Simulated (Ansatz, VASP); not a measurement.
# One calculation of CdTe, two programs

The input INCAR:

```
SYSTEM = CdTe
PREC = Accurate
ENCUT = 600
EDIFF = 1E-7
ISMEAR = 0
SIGMA = 0.01
LREAL = .FALSE.
LASPH = .TRUE.
NELM = 100
ALGO = Normal
ISIF = 3
LWAVE = .FALSE.
LCHARG = .FALSE.
GGA = PS
IBRION = 2
NSW = 80
EDIFFG = -0.001
```

File KPOINTS:

```
regular mesh
0
G
  8 8 8
  0 0 0
```

File POSCAR:

```
CdTe
1.0
    0.0000000000      3.2446715256      3.2446715256
    3.2446715256      0.0000000000      3.2446715256
    3.2446715256      3.2446715256      0.0000000000
Cd Te
1 1
Direct
    0.0000000000      0.0000000000      0.0000000000
    0.7500000000      0.7500000000      0.7500000000
```

Input for Ansatz:

```yaml
crystal:
  lattice:
    - [0.0, 3.2446715256, 3.2446715256]
    - [3.2446715256, 0.0, 3.2446715256]
    - [3.2446715256, 3.2446715256, 0.0]
  atoms:
    - { symbol: Cd, position: [0.0, 0.0, 0.0] }
    - { symbol: Te, position: [0.75, 0.75, 0.75] }
basis:
  ecutwfc: 420
kpoints:
  mp_grid: { grid: [8, 8, 8] }
hamiltonian:
  xc: pbesol
scf:
  occupations: { method: fixed }
output:
  forces: true
  stress: true
  eigenvalues: true
relax:
  adjacent_minimum: "off"
  f_tol: 0.001
  max_steps: 60
  cell: { stress_tol: 0.01 }
```

Alike in both runs: task relaxation of cell and atoms; functional PBEsol; k mesh 8 × 8 × 8; no spin polarisation.

|  | VASP | Ansatz |
| --- | --- | --- |
| version | VASP 6.6.1 | Ansatz 0.2.0 |
| potentials or method | VASP PAW PBE potentials, release 64 (Cd, Te) | scalar-relativistic, plane waves, PAW |
| plane-wave cutoff (eV) | 600 | 420 |
| occupations | gaussian, width 0.01 eV | fixed |
| valence electrons in the cell | 18 | 36 |

```tsv
	VASP	Ansatz	Ansatz less VASP
gap on the k mesh at the Fermi level, each at its own relaxed structure (eV)	0.64	0.65	+0.006
relaxed volume (Å³/atom)	34.26	34.16	-0.097
relaxed cell length with the largest relative difference (Å)	4.593	4.589	-0.0043
```

The two sets of potentials don't hold the same shells in valence.

Caveats: the PAW data sets were made with another functional, which shifts forces and pressure a little (VASP); spin-orbit coupling is left out, which moves the levels of the heavy elements.
